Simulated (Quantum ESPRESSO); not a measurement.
SnTe in Quantum ESPRESSO: the effect of target pressure

The system is SnTe.

```
Te Sn
1.0
     0.00000    3.15085    3.15085
     3.15085    0.00000    3.15085
     3.15085    3.15085    0.00000
Te Sn
1 1
Cartesian
  3.1509 3.1509 3.1509
  0.0000 0.0000 0.0000
```

Alike in all runs:

- Program: Quantum ESPRESSO 7.5
- Task: relaxation of cell and atoms
- Functional: PBE
- Potentials or basis: SSSP 1.3 efficiency PBE
- Cutoff: 939 eV
- Density cutoff: 7510 eV
- k mesh: 7 × 7 × 7
- Occupations: fermi-dirac, width 0.05 eV
- Spin: no spin polarisation

Each run relaxes the cell or the atoms first.

```csv
target pressure,relaxed volume (Å³/atom)
0 GPa,32.77
2 GPa,31.32
5 GPa,29.66
10 GPa,27.66
20 GPa,25.03
30 GPa,?
```

What does the run with target pressure 30 GPa give?

Relaxed volume 23.15 Å³/atom.

Worked out: In Murnaghan's law V^(-B') rises as a straight line in P. The other rows fit best with B' = 4.1, V0 = 32.77 Å³/atom and B0 = 41 GPa, which gives 23.33 Å³/atom at 30 GPa, against the run's 23.15.

Caveats: the volume moved by over 15 % at a fixed basis, so the end points are rough (some runs).
